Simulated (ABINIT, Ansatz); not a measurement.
# GaN (P6_3mc): G0W0 with ABINIT, start to end, part 2 of 3

Aim: the G0W0 gap of GaN (P6_3mc) on PBE, step by step.

ABINIT 10.8.3; PBE and many-body steps on it, plane waves. Known limits of the many-body steps: not at the basis limit; no spin-orbit coupling.

So far. Step 2 (Ground state): The gap is direct, at Γ.

The database entry behind the starting cell has ideal inner coordinates that were not refined, so it need not match the best structure at ambient conditions.

### Step 3. Bands along the symmetry lines

Level of this step: DFT, PBE, plane waves, norm-conserving pseudopotentials (ABINIT).

The cheap functional maps the bands first; the places of the edges decide which points the dearer methods must see.

run.abi reads:

```
acell 3*1.0 Angstrom
rprim 
  3.190000000016 -0.000000000004 0.000000000000
  -1.595000000005 2.762621038088 0.000000000000
  0.000000000000 0.000000000000 5.189000000000
ntypat 2
znucl 31 7
natom 4
typat 1 1 2 2
xred 
  0.666666666667 0.333333333333 0.000000000000
  0.333333333333 0.666666666667 0.500000000000
  0.666666666667 0.333333333333 0.375000000000
  0.333333333333 0.666666666667 0.875000000000
pp_dirpath "pseudos"
pseudos "Ga.upf, N.upf"
ecut 45
iscf -2
irdden 1
kptopt 0
nkpt 75
kpt 
  0.00000000 0.00000000 0.00000000
  0.06250000 0.00000000 0.00000000
  0.12500000 0.00000000 0.00000000
  0.18750000 0.00000000 0.00000000
  0.25000000 0.00000000 0.00000000
  0.31250000 0.00000000 0.00000000
  0.37500000 0.00000000 0.00000000
  0.43750000 0.00000000 0.00000000
  0.50000000 0.00000000 0.00000000
  0.47916667 0.04166667 0.00000000
  0.45833333 0.08333333 0.00000000
  0.43750000 0.12500000 0.00000000
  0.41666666 0.16666666 0.00000000
  0.39583333 0.20833333 0.00000000
  0.37500000 0.25000000 0.00000000
  0.35416666 0.29166666 0.00000000
  0.33333333 0.33333333 0.00000000
  0.29166666 0.29166666 0.00000000
  0.25000000 0.25000000 0.00000000
  0.20833333 0.20833333 0.00000000
  0.16666666 0.16666666 0.00000000
  0.12500000 0.12500000 0.00000000
  0.08333333 0.08333333 0.00000000
  0.04166667 0.04166667 0.00000000
  0.00000000 0.00000000 0.00000000
  0.00000000 0.00000000 0.06250000
  0.00000000 0.00000000 0.12500000
  0.00000000 0.00000000 0.18750000
  0.00000000 0.00000000 0.25000000
  0.00000000 0.00000000 0.31250000
  0.00000000 0.00000000 0.37500000
  0.00000000 0.00000000 0.43750000
  0.00000000 0.00000000 0.50000000
  0.06250000 0.00000000 0.50000000
  0.12500000 0.00000000 0.50000000
  0.18750000 0.00000000 0.50000000
  0.25000000 0.00000000 0.50000000
  0.31250000 0.00000000 0.50000000
  0.37500000 0.00000000 0.50000000
  0.43750000 0.00000000 0.50000000
  0.50000000 0.00000000 0.50000000
  0.47916667 0.04166667 0.50000000
  0.45833333 0.08333333 0.50000000
  0.43750000 0.12500000 0.50000000
  0.41666666 0.16666666 0.50000000
  0.39583333 0.20833333 0.50000000
  0.37500000 0.25000000 0.50000000
  0.35416666 0.29166666 0.50000000
  0.33333333 0.33333333 0.50000000
  0.29166666 0.29166666 0.50000000
  0.25000000 0.25000000 0.50000000
  0.20833333 0.20833333 0.50000000
  0.16666666 0.16666666 0.50000000
  0.12500000 0.12500000 0.50000000
  0.08333333 0.08333333 0.50000000
  0.04166667 0.04166667 0.50000000
  0.00000000 0.00000000 0.50000000
  0.50000000 0.00000000 0.50000000
  0.50000000 0.00000000 0.43750000
  0.50000000 0.00000000 0.37500000
  0.50000000 0.00000000 0.31250000
  0.50000000 0.00000000 0.25000000
  0.50000000 0.00000000 0.18750000
  0.50000000 0.00000000 0.12500000
  0.50000000 0.00000000 0.06250000
  0.50000000 0.00000000 0.00000000
  0.33333333 0.33333333 0.50000000
  0.33333333 0.33333333 0.43750000
  0.33333333 0.33333333 0.37500000
  0.33333333 0.33333333 0.31250000
  0.33333333 0.33333333 0.25000000
  0.33333333 0.33333333 0.18750000
  0.33333333 0.33333333 0.12500000
  0.33333333 0.33333333 0.06250000
  0.33333333 0.33333333 0.00000000
istwfk *1
nband 33
nbdbuf 2
tolwfr 1e-08
nstep 40
prtwf 0
prtvol 0
indata_prefix "in"
outdata_prefix "out"
tmpdata_prefix "tmp"
```

Command:

```bash
$ OMP_NUM_THREADS=1 mpirun -n 16 abinit run.abi > log
```

Numbers of over 12 decimals in the logs are rounded to 6 here.

The program printed:

```text
.Version 10.8.3 of ABINIT. v10.8.2 released Aug 2026.

 Symmetries : space group P6_3 m c (#186); Bravais hP (primitive hexag.)
[... echo of the input left out ...]
== DATASET  1 ==================================================================
-   mpi_nproc: 16, omp_nthreads: 1 (-1 if OMP is not activated)

--- !DatasetInfo
iteration_state: {dtset: 1, }
dimensions: {natom: 4, nkpt: 75, mband: 33, nsppol: 1, nspinor: 1, nspden: 1, mpw: 4506, }
cutoff_energies: {ecut:  45.0, pawecutdg:  -1.0, }
electrons: {nelect:   5.20000000E+01, charge:   0.00000000E+00, occopt:   1.00000000E+00, tsmear:   1.00000000E-02, }

 Real(R)+Recip(G) space primitive vectors, cartesian coordinates (Bohr,Bohr^-1):
 R(1)=  6.0282263  0.0000000  0.0000000  G(1)=  0.1658863  0.0957745  0.0000000
 R(2)= -3.0141132  5.2205972  0.0000000  G(2)=  0.0000000  0.1915490  0.0000000
 R(3)=  0.0000000  0.0000000  9.8057889  G(3)=  0.0000000  0.0000000  0.1019806
 Unit cell volume ucvol=  3.0859741E+02 bohr^3
 Angles (23,13,12)=  9.00000000E+01  9.00000000E+01  1.20000000E+02 degrees

 getcut: wavevector=  0.0000  0.0000  0.0000  ngfft=  40  40  60
         ecut(hartree)=     45.000   => boxcut(ratio)=   2.02627

--- Pseudopotential description ------------------------------------------------
- Ga Generated using ONCVPSP code by D. R. Hamann
- 31.00000  21.00000  171031                  znucl, zion, pspdat
12 -101130 2 -1 1902                          pspcod,pspxc,lmax,lloc,mmax
     nproj     2     2     2
  pspatm : epsatm=   21.85474337
         --- l  ekb(1:nproj) -->
             0    4.962806   -1.220223
             1   -5.679278   -1.350476
             2  -10.596651   -3.839775
 pspatm: atomic psp has been read  and splines computed

- N Generated using ONCVPSP code by D. R. Hamann
-  7.00000   5.00000  171031                  znucl, zion, pspdat
12 -101130 1 -1 1058                          pspcod,pspxc,lmax,lloc,mmax
     nproj     2     2     0
  pspatm : epsatm=    5.20977870
         --- l  ekb(1:nproj) -->
[...]
pspatm: atomic psp has been read  and splines computed

--------------------------------------------------------------------------------

================================================================================
 prteigrs : about to open file out_EIG
 Non-SCF case, kpt    1 (  0.00000  0.00000  0.00000), residuals and eigenvalues=
  7.08E-09  6.98E-09  6.91E-09  9.04E-09  5.02E-09  5.41E-09  1.36E-09  6.76E-09
  1.62E-09  1.13E-09  5.31E-09  5.12E-09  8.83E-09  7.92E-09  5.19E-09  5.69E-09
  9.95E-09  3.67E-09  3.34E-09  8.54E-09  1.55E-09  3.67E-09  5.12E-09  3.94E-09
[...]
1.96E-09
 -4.9759E+00 -4.9759E+00 -3.1632E+00 -3.1631E+00 -3.1631E+00 -3.1630E+00
 -3.1630E+00 -3.1630E+00 -3.3265E-01 -3.0063E-01 -2.4456E-01 -2.4373E-01
 -2.4373E-01 -2.4156E-01 -2.4156E-01 -2.3496E-01 -2.3496E-01 -2.3177E-01
[...]
1.18E-05
[...]
Non-SCF case, kpt   74 (  0.33333  0.33333  0.06250), residuals and eigenvalues=
[...]
Non-SCF case, kpt   75 (  0.33333  0.33333  0.00000), residuals and eigenvalues=
[...]
-1.6821E-01 -1.6821E-01  5.8163E-02  5.8163E-02  6.0513E-02  1.4357E-01
  1.4357E-01  1.5513E-01  4.4316E-01  5.3991E-01  5.3991E-01  5.6241E-01
[...]
--- !ResultsGS
iteration_state: {dtset: 1, }
comment   : Summary of ground state results
lattice_vectors:
- [  6.0282263,  -0.0000000,   0.0000000, ]
- [ -3.0141132,   5.2205972,   0.0000000, ]
- [  0.0000000,   0.0000000,   9.8057889, ]
lattice_lengths: [   6.02823,    6.02823,    9.80579, ]
lattice_angles: [ 90.000,  90.000, 120.000, ] # degrees, (23, 13, 12)
lattice_volume:   3.0859741E+02
convergence: {deltae:  0.000E+00, res2:  0.000E+00, residm:  9.998E-09, diffor:  0.000E+00, }
etotal    :  -5.17437206E+02
entropy   :   0.00000000E+00
fermie    :   2.53663909E-01
cartesian_stress_tensor: null
pressure_GPa: null
xred      :
- [  6.6667E-01,   3.3333E-01,   0.0000E+00, Ga]
- [  3.3333E-01,   6.6667E-01,   5.0000E-01, Ga]
- [  6.6667E-01,   3.3333E-01,   3.7500E-01,  N]
- [  3.3333E-01,   6.6667E-01,   8.7500E-01,  N]
cartesian_forces: null
force_length_stats: {min: null, max: null, mean: null, }

 Integrated electronic density in atomic spheres:
 ------------------------------------------------
 Atom  Sphere_radius  Integrated_density
[...]
================================================================================

 ----iterations are completed or convergence reached----

 Mean square residual over all n,k,spin=   50.714E-10; max=  99.981E-10
 reduced coordinates (array xred) for    4 atoms
[...]
0.666666666667      0.333333333333      0.375000000000
       0.333333333333      0.666666666667      0.875000000000

 cartesian coordinates (angstrom) at end:
    1      1.595000     0.920874     0.000000
    2      2e-12     1.841747     2.594500
    3      1.595000     0.920874     1.945875
    4      2e-12     1.841747     4.540375
 length scales=  1.889726125908  1.889726125908  1.889726125908 bohr
              =  1.000000000000  1.000000000000  1.000000000000 angstroms
 prteigrs : about to open file out_EIG
 Eigenvalues (hartree) for nkpt=  75  k points:
 kpt#   1, nband= 33, wtk=  1.00000, kpt=  0.0000  0.0000  0.0000 (reduced coord)
[...]
kpt#   2, nband= 33, wtk=  1.00000, kpt=  0.0625  0.0000  0.0000 (reduced coord)
[...]
kpt#   3, nband= 33, wtk=  1.00000, kpt=  0.1250  0.0000  0.0000 (reduced coord)
[...]
kpt#  74, nband= 33, wtk=  1.00000, kpt=  0.3333  0.3333  0.0625 (reduced coord)
[...]
0.71886
 kpt#  75, nband= 33, wtk=  1.00000, kpt=  0.3333  0.3333  0.0000 (reduced coord)
[...]
-0.23396   -0.23233   -0.16821   -0.16821    0.05816    0.05816    0.06051    0.14357
   0.14357    0.15513    0.44316    0.53991    0.53991    0.56241    0.61634    0.61634
   0.71518

== END DATASET(S) ==============================================================
================================================================================

 -outvars: echo values of variables after computation  --------
            nband          33
             nkpt          75
          spgroup         186
 [... the other variables as echoed above ...]

 Calculation completed.
```

Run time: 17 s. Hardware: 16 MPI ranks of Arm Neoverse V1, shared host; peak memory 1.1 GiB.

Numbers from this step:

```
gap                        : 1.919 eV
k of the valence top       : 0, 0, 0
k of the conduction bottom : 0, 0, 0
least direct gap           : 1.919 eV
```

The gap is 1.919 eV, as in the run before at this level.

The electronic bands at the labelled points (eV, zero at the top of the highest filled band):

| point | band 23 | band 24 | band 25 | band 26 | band 27 | band 28 | band 29 | band 30 |
| --- | --- | --- | --- | --- | --- | --- | --- | --- |
| Γ | -1.04 | -0.06 | 0.00 | 0.00 | 1.92 | 4.27 | 9.18 | 9.92 |
| halfway | -2.86 | -1.98 | -0.74 | -0.49 | 4.29 | 5.95 | 7.37 | 8.53 |
| M | -4.22 | -2.73 | -2.23 | -0.98 | 5.08 | 5.57 | 6.06 | 8.58 |
| halfway | -4.23 | -3.52 | -2.38 | -1.86 | 5.61 | 6.60 | 6.63 | 8.43 |
| K | -5.26 | -3.00 | -3.00 | -2.68 | 5.16 | 7.79 | 7.79 | 8.40 |
| halfway | -3.66 | -2.39 | -1.01 | -0.92 | 4.93 | 6.87 | 7.29 | 7.66 |
| Γ | -1.04 | -0.06 | 0.00 | 0.00 | 1.92 | 4.27 | 9.18 | 9.92 |
| halfway | -0.90 | -0.90 | -0.16 | -0.16 | 3.11 | 4.37 | 8.80 | 9.60 |
| A | -0.53 | -0.53 | -0.53 | -0.53 | 4.25 | 4.25 | 8.50 | 8.50 |
| halfway | -2.07 | -2.07 | -1.28 | -1.28 | 5.24 | 5.24 | 7.65 | 7.65 |
| L | -1.93 | -1.93 | -1.91 | -1.91 | 4.42 | 4.42 | 7.80 | 7.80 |
| halfway | -3.18 | -3.18 | -1.60 | -1.60 | 5.37 | 5.37 | 8.11 | 8.11 |
| H | -4.16 | -4.16 | -1.49 | -1.49 | 6.44 | 6.44 | 7.31 | 7.31 |
| halfway | -2.11 | -2.11 | -1.80 | -1.80 | 5.66 | 5.66 | 7.66 | 7.66 |
| A | -0.53 | -0.53 | -0.53 | -0.53 | 4.25 | 4.25 | 8.50 | 8.50 |
| jump to L | -1.93 | -1.93 | -1.91 | -1.91 | 4.42 | 4.42 | 7.80 | 7.80 |
| halfway | -3.30 | -2.51 | -1.70 | -1.28 | 4.32 | 5.11 | 7.56 | 7.84 |
| M | -4.22 | -2.73 | -2.23 | -0.98 | 5.08 | 5.57 | 6.06 | 8.58 |
| jump to H | -4.16 | -4.16 | -1.49 | -1.49 | 6.44 | 6.44 | 7.31 | 7.31 |
| halfway | -4.96 | -3.18 | -2.20 | -2.20 | 5.90 | 7.19 | 7.19 | 8.18 |
| K | -5.26 | -3.00 | -3.00 | -2.68 | 5.16 | 7.79 | 7.79 | 8.40 |

### Step 4. Empty states on the mesh, 6×6×4 mesh, 444 bands

The sums over transitions need many empty states on a uniform mesh; this step solves for them.

run.abi reads:

```
acell 3*1.0 Angstrom
rprim 
  3.190000000016 -0.000000000004 0.000000000000
  -1.595000000005 2.762621038088 0.000000000000
  0.000000000000 0.000000000000 5.189000000000
ntypat 2
znucl 31 7
natom 4
typat 1 1 2 2
xred 
  0.666666666667 0.333333333333 0.000000000000
  0.333333333333 0.666666666667 0.500000000000
  0.666666666667 0.333333333333 0.375000000000
  0.333333333333 0.666666666667 0.875000000000
pp_dirpath "pseudos"
pseudos "Ga.upf, N.upf"
ecut 45
ngkpt 6 6 4
nshiftk 1
shiftk 0 0 0
kptopt 1
chksymbreak 0
irdden 1
istwfk *1
nband 444
prtvol 0
optdriver 6
gwr_task "HDIAGO"
paral_kgb 0
occopt 1
indata_prefix "in"
outdata_prefix "out"
tmpdata_prefix "tmp"
```

The program printed:

```text
[banner, memory and clock lines left out]
.Version 10.8.3 of ABINIT. v10.8.2 released Aug 2026.

 Symmetries : space group P6_3 m c (#186); Bravais hP (primitive hexag.)
[... echo of the input left out ...]
== DATASET  1 ==================================================================
-   mpi_nproc: 16, omp_nthreads: 1 (-1 if OMP is not activated)

--- !DatasetInfo
iteration_state: {dtset: 1, }
dimensions: {natom: 4, nkpt: 21, mband: 444, nsppol: 1, nspinor: 1, nspden: 1, mpw: 4506, }
cutoff_energies: {ecut:  45.0, pawecutdg:  -1.0, }
electrons: {nelect:   5.20000000E+01, charge:   0.00000000E+00, occopt:   1.00000000E+00, tsmear:   1.00000000E-02, }

.Using double precision arithmetic; gwpc =  8

- Reading GS density from: in_DEN

--- Pseudopotential description ------------------------------------------------
- Ga Generated using ONCVPSP code by D. R. Hamann
- 31.00000  21.00000  171031                  znucl, zion, pspdat
12 -101130 2 -1 1902                          pspcod,pspxc,lmax,lloc,mmax
     nproj     2     2     2
  pspatm : epsatm=   21.85474337
         --- l  ekb(1:nproj) -->
             0    4.962806   -1.220223
             1   -5.679278   -1.350476
             2  -10.596651   -3.839775
 pspatm: atomic psp has been read  and splines computed

- N Generated using ONCVPSP code by D. R. Hamann
-  7.00000   5.00000  171031                  znucl, zion, pspdat
12 -101130 1 -1 1058                          pspcod,pspxc,lmax,lloc,mmax
     nproj     2     2     0
  pspatm : epsatm=    5.20977870
         --- l  ekb(1:nproj) -->
             0    7.494509    0.636305
             1   -4.293905   -1.006988
 pspatm: atomic psp has been read  and splines computed

   2.81471030E+03                                ecore*ucvol(ha*bohr**3)

 Total charge density [el/Bohr^3]
)     Maximum=    6.5310E+00  at reduced coord.    0.7500    0.3750    0.9833
)     Minimum=    4.6339E-03  at reduced coord.    0.0000    0.0000    0.2000
   Integrated=    5.2000E+01

 === KS gaps after direct diagonalization ===
 Direct band gap semiconductor
 Fundamental gap:     1.919 (eV)
   VBM:     6.903 (eV) at k: [ 0.0000E+00,  0.0000E+00,  0.0000E+00]
   CBM:     8.822 (eV) at k: [ 0.0000E+00,  0.0000E+00,  0.0000E+00]
 Direct gap:         1.919 (eV) at k: [ 0.0000E+00,  0.0000E+00,  0.0000E+00]

== END DATASET(S) ==============================================================

 -outvars: echo values of variables after computation  --------
           etotal      0.0000000000E+00
            nband         444
             nkpt          21
          spgroup         186
 [... the other variables as echoed above ...]

 Calculation completed.
```

It took 2.3 min on 16 MPI ranks; peak memory 18 GiB; 37 min of CPU time.

Numbers from this step:

* gap: 1.919 eV
* k of the valence top: 0, 0, 0
* k of the conduction bottom: 0, 0, 0
* least direct gap: 1.919 eV
* k points computed: 21
* lowest point of the top converged band, above the valence top: 235.2364 eV

On this mesh the gap is 1.919 eV.

### Step 5. Screening, 6×6×4 mesh, 436 bands, screening to 326.5 eV

The RPA dielectric matrix is built and inverted for each q.

This step: RPA screening on PBE, plane waves, norm-conserving pseudopotentials.

Changes to run.abi since step 4:

```diff
@@ -22,10 +22,11 @@
 chksymbreak 0
-irdden 1
 istwfk *1
-nband 444
-prtvol 0
-optdriver 6
-gwr_task "HDIAGO"
-paral_kgb 0
 occopt 1
+irdwfk 1
+optdriver 3
+nband 436
+ecuteps 12
+inclvkb 2
+awtr 1
+symchi 1
 indata_prefix "in"
```

The program printed:

```text
.Version 10.8.3 of ABINIT. v10.8.2 released Aug 2026.

 Symmetries : space group P6_3 m c (#186); Bravais hP (primitive hexag.)
[... echo of the input left out ...]
== DATASET  1 ==================================================================
-   mpi_nproc: 16, omp_nthreads: 1 (-1 if OMP is not activated)

--- !DatasetInfo
iteration_state: {dtset: 1, }
dimensions: {natom: 4, nkpt: 21, mband: 436, nsppol: 1, nspinor: 1, nspden: 1, mpw: 4506, }
cutoff_energies: {ecut:  45.0, pawecutdg:  -1.0, }
electrons: {nelect:   5.20000000E+01, charge:   0.00000000E+00, occopt:   1.00000000E+00, tsmear:   1.00000000E-02, }

 SCREENING: Calculation of the susceptibility and dielectric matrices

 Based on a program developped by R.W. Godby, V. Olevano, G. Onida, and L. Reining.
 Incorporated in ABINIT by V. Olevano, G.-M. Rignanese, and M. Torrent.
.Using double precision arithmetic ; gwpc =  8

[... cell and pseudopotentials left out ...]
--------------------------------------------------------------------------------

 ==== K-mesh for the wavefunctions ====
 Number of points in the irreducible wedge :    21
[... list of points left out ...]
 Together with 12 symmetry operations and time-reversal symmetry
 yields   144 points in the full Brillouin Zone.

 ==== Q-mesh for the screening function ====
 Number of points in the irreducible wedge :    21
[... list of points left out ...]
 Together with 12 symmetry operations and time-reversal symmetry
 yields   144 points in the full Brillouin Zone.

 setmesh: FFT mesh size selected  =    25x   25x   48
          total number of points  =        30000

 vcoul_init : cutoff-mode = AUXILIARY_FUNCTION
 q-points for optical limit:   1
     1)      0.000010    0.000020    0.000030

- screening: taking advantage of time-reversal symmetry
- Maximum band index for partially occupied states nbvw = 26
- Remaining bands to be divided among processors   nbcw = 410
- Number of bands treated by each node ~25

 Number of electrons calculated from density =   52.0000; Expected =   52.0000
 average of density, n =  0.168504
 r_s =    1.1231
 omega_plasma =   39.5969 [eV]

 calculating chi0 at frequencies [eV] :
  1    0.000000E+00    0.000000E+00
  2    0.000000E+00    3.959690E+01

--------------------------------------------------------------------------------
  q-point number  1        q = ( 0.000000, 0.000000, 0.000000) [r.l.u.]
--------------------------------------------------------------------------------
[... chi0 elements left out ...]
 For q-point:  0.000010 0.000020 0.000030
  dielectric constant =   5.8674
  dielectric constant without local fields =   6.3230

  Average fulfillment of the sum rule on Im[epsilon] for q-point    1 :     76.79  [%]
[... wings left out ...]
  q-point number  2        q = ( 0.166667, 0.000000, 0.000000) [r.l.u.]
--------------------------------------------------------------------------------
[... chi0 elements left out ...]
  Average fulfillment of the sum rule on Im[epsilon] for q-point    2 :     83.37  [%]

 [... 19 further q-points ...]
```

Elapsed: 34 min, on 16 MPI ranks; peak memory 12 GiB.

Numbers from this step:

```yaml
eps_infinity_with_local_fields_on_this_mesh_along_the_program_s_q_direction: 5.867
the_same_without_local_fields: 6.323
plasma_frequency: 39.60 eV
plane_waves_in_the_screening_matrix: 615
```

Local fields lower ε∞ by 7 %.

[end of part 2 of 3]

[Paths, hosts, dates, memory and timing lines, banners, echoed tables and standing remarks are left out of the program output.]

[Logs are printed without paths, hosts, clocks, repeated set-up lines and the standing remarks that a program may print on its own settings, such as how far it seeks lower states.]

[Runs of the session that timed out or met a known fault of the program may be left out.]

[Hosts, paths, dates, database ids (printed as entryN), source tags and the programs' standing remarks are cut or masked in the printed files.]

[G0W0 gaps are taken among the corrected bands and points alone; a level outside them can change the order at an edge.]

[Where Ansatz stands beside ABINIT at settings called matched, ABINIT's density can come from a denser mesh and the files from another edition; pairs whose starting gaps differed by over 0.03 eV were left out, so agreement reads better than it is.]
